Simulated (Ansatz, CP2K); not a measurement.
This is a calculation of SnO2 (Cassiterite) for CP2K 2026.2. 

Contents of sno2_scf.inp:

```
&GLOBAL
  PROJECT sno2_scf
  RUN_TYPE ENERGY_FORCE
  PRINT_LEVEL LOW
&END GLOBAL
&FORCE_EVAL
  METHOD QS
  STRESS_TENSOR ANALYTICAL
  &DFT
    BASIS_SET_FILE_NAME BASIS_MOLOPT_UZH
    POTENTIAL_FILE_NAME POTENTIAL_UZH
    &MGRID
      CUTOFF 600
      REL_CUTOFF 60
      NGRIDS 5
    &END MGRID
    &QS
      METHOD GPW
      EPS_DEFAULT 1.0E-10
    &END QS
    &KPOINTS
      SCHEME MONKHORST-PACK 6 6 8
      GAMMA_CENTERED T
      SYMMETRY T
      SYMMETRY_BACKEND SPGLIB
    &END KPOINTS
    &SCF
      SCF_GUESS ATOMIC
      EPS_SCF 1.0E-6
      MAX_SCF 100
      ADDED_MOS 18
      CHOLESKY OFF
      EPS_EIGVAL 1.0E-7
      &DIAGONALIZATION ON
        ALGORITHM STANDARD
      &END DIAGONALIZATION
      &MIXING ON
        METHOD BROYDEN_MIXING
        ALPHA 0.4
        BETA 1.5
        NBUFFER 8
      &END MIXING
      &SMEAR ON
        METHOD GAUSSIAN
        SIGMA [eV] 0.014
      &END SMEAR
    &END SCF
    &XC
      &XC_FUNCTIONAL
        &GGA_X_PBE
        &END GGA_X_PBE
        &GGA_C_PBE
        &END GGA_C_PBE
      &END XC_FUNCTIONAL
    &END XC
    &PRINT
      &KPOINTS ON
      &END KPOINTS
      &MULLIKEN ON
      &END MULLIKEN
      &MO ON
        ENERGIES T
        OCCUPATION_NUMBERS T
        &EACH
          QS_SCF 0
        &END EACH
        ADD_LAST NUMERIC
      &END MO
      &LOWDIN ON
      &END LOWDIN
      &HIRSHFELD ON
        SHAPE_FUNCTION DENSITY
      &END HIRSHFELD
    &END PRINT
  &END DFT
  &SUBSYS
    &CELL
      A 4.7380000000 0.0000000000 0.0000000000
      B 0.0000000000 4.7380000000 0.0000000000
      C 0.0000000000 0.0000000000 3.1865000000
      PERIODIC XYZ
    &END CELL
    &COORD
      Sn  2.3690000000 2.3690000000 1.5932500000
      Sn  0.0000000000 0.0000000000 0.0000000000
      O   3.8240398000 0.9139602000 1.5932500000
      O   3.2829602000 3.2829602000 0.0000000000
      O   0.9139602000 3.8240398000 1.5932500000
      O   1.4550398000 1.4550398000 0.0000000000
    &END COORD
    &KIND Sn
      BASIS_SET TZVP-MOLOPT-PBE-GTH-q4
      POTENTIAL GTH-PBE-q4
    &END KIND
    &KIND O
      BASIS_SET TZVP-MOLOPT-PBE-GTH-q6
      POTENTIAL GTH-PBE-q6
    &END KIND
    &PRINT
      &ATOMIC_COORDINATES ON
      &END ATOMIC_COORDINATES
      &CELL ON
      &END CELL
      &SYMMETRY ON
      &END SYMMETRY
    &END PRINT
  &END SUBSYS
  &PRINT
    &FORCES ON
    &END FORCES
    &STRESS_TENSOR ON
    &END STRESS_TENSOR
  &END PRINT
&END FORCE_EVAL
```

Potentials or basis: POTENTIAL_UZH Sn GTH-PBE-q4, O GTH-PBE-q6; TZVP-MOLOPT-PBE-GTH basis.

Command:

```bash
$ OMP_NUM_THREADS=1 cp2k.psmp -i sno2_scf.inp -o sno2_scf.out
```

Question: What does the same run look like in Ansatz 0.2.0? Potentials or basis there: Ansatz PAW, cutoff 420 eV.

Answer: As run (cutoffs and basis follow the program's own potentials, and thresholds, step limits or extra output files can differ):

The input input.yaml:

```yaml
crystal:
  lattice:
    - [4.738, 0.0, 0.0]
    - [0.0, 4.738, 0.0]
    - [0.0, 0.0, 3.1865]
  atoms:
    - { symbol: Sn, position: [0.5, 0.5, 0.5] }
    - { symbol: Sn, position: [0.0, 0.0, 0.0] }
    - { symbol: O, position: [0.8071, 0.1929, 0.5] }
    - { symbol: O, position: [0.6929, 0.6929, 0.0] }
    - { symbol: O, position: [0.1929, 0.8071, 0.5] }
    - { symbol: O, position: [0.3071, 0.3071, 0.0] }
hamiltonian:
  xc: pbe
  pseudopotentials: { kind: paw }
kpoints:
  mp_grid: { grid: [6, 6, 8] }
scf:
  occupations: { method: gaussian, width: 0.014 }
output:
  forces: true
  stress: true
  eigenvalues: true
  write_density: true
  write_potential: true
  elf: true
  volumetric_format: npy
```

Potentials or basis: Ansatz PAW.

Command:

```console
$ ansatz run input.yaml --threads 2 --pin off --max-ram 5632MiB --backend cpu --events-out ev --progress --plain --runs-dir out
```

Both were run:

|  | CP2K | Ansatz |
| --- | --- | --- |
| Pressure | 14.2 GPa | 11.1 GPa |
| Largest force | 0.296 eV/Å | 0.275 eV/Å |

Ansatz's pressure holds a Pulay term of +0.84 GPa for its cutoff of 420 eV, which the other run lacks.

The potentials hold 32 and 52 valence electrons a cell.

Where Ansatz's input types no cutoff or centring, it takes its own default and a Γ-centred mesh.

The two runs disagree by more than potentials and bases usually give (in gap, levels, pressure or energy); the cause wasn't traced.

The cell lies far from this level's equilibrium.

Pressure is positive in compression.
